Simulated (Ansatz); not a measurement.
## SnO2: band structure with LDA

The system is SnO2.

```
Sn O
1.0
     5.17526    0.00000    0.00000
     0.00000    5.17526    0.00000
     0.00000    0.00000    5.17526
Sn O
4 8
Direct
  0.00000 0.00000 0.00000
  0.50000 0.00000 0.50000
  0.50000 0.50000 0.00000
  0.00000 0.50000 0.50000
  0.66110 0.83890 0.16110
  0.83890 0.16110 0.66110
  0.16110 0.66110 0.83890
  0.33890 0.33890 0.33890
  0.66110 0.66110 0.66110
  0.83890 0.33890 0.16110
  0.16110 0.83890 0.33890
  0.33890 0.16110 0.83890
```

Measurements of this composition are mostly on another form, of space group No. 136.

- Program: Ansatz 0.2.0
- Task: band structure
- Functional: LDA
- Potentials or basis: Ansatz PAW
- Cutoff: 420 eV (not typed: the program's choice for these potentials)
- k mesh: 4 × 4 × 4
- Occupations: fermi-dirac, width 0.05 eV
- Spin: no spin polarisation
- Path: [["G", "X", "M", "G", "R", "X"], ["M", "R"]]
- Points for each segment of the path: 10

The pressure is -12.5 GPa, the largest force is 0.040 eV/Å and the band gap on the k mesh is 0.47 eV, indirect (least direct gap 0.53 eV). The band gap along the path is 0.47 eV, indirect (least direct gap 0.53 eV).

Forces in eV/Å, atoms in the order of the input:
```
Sn   0.000  0.000  0.000
Sn   0.000  0.000  0.000
Sn   0.000  0.000  0.000
Sn   0.000  0.000  0.000
O    0.023 -0.023  0.023
O   -0.023  0.023  0.023
O    0.023  0.023 -0.023
O   -0.023 -0.023 -0.023
O    0.023  0.023  0.023
O   -0.023 -0.023  0.023
O    0.023 -0.023 -0.023
O   -0.023  0.023 -0.023
```

Levels at the corners of the path, in eV from the valence-band top:
```csv
point,band 49,band 50,band 51,band 52,band 53,band 54,band 55,band 56
Γ,-0.31,-0.07,-0.07,-0.07,0.47,5.54,5.54,5.54
X,-0.46,-0.46,-0.01,-0.01,3.49,3.49,4.65,4.65
M,-0.31,-0.31,-0.31,-0.31,4.33,4.33,4.33,4.33
Γ,-0.31,-0.07,-0.07,-0.07,0.47,5.54,5.54,5.54
R,-0.63,-0.63,-0.63,-0.63,4.81,4.81,4.81,4.81
X,-0.46,-0.46,-0.01,-0.01,3.49,3.49,4.65,4.65
M,-0.31,-0.31,-0.31,-0.31,4.33,4.33,4.33,4.33
R,-0.63,-0.63,-0.63,-0.63,4.81,4.81,4.81,4.81
```

It took 7.5 s on 4 threads of Arm Neoverse V2, on a shared host, peak memory 0.72 GiB.

Caveat: the pressure holds a Pulay correction of +1.2 GPa for the finite cutoff; spin-orbit coupling is left out, which moves the levels of the heavy elements; the PAW data sets come from PBE, with cores solved anew for the run's functional, which leaves a small shift of forces and pressure. LDA gaps usually lie below the measured ones, often by a third to a half.
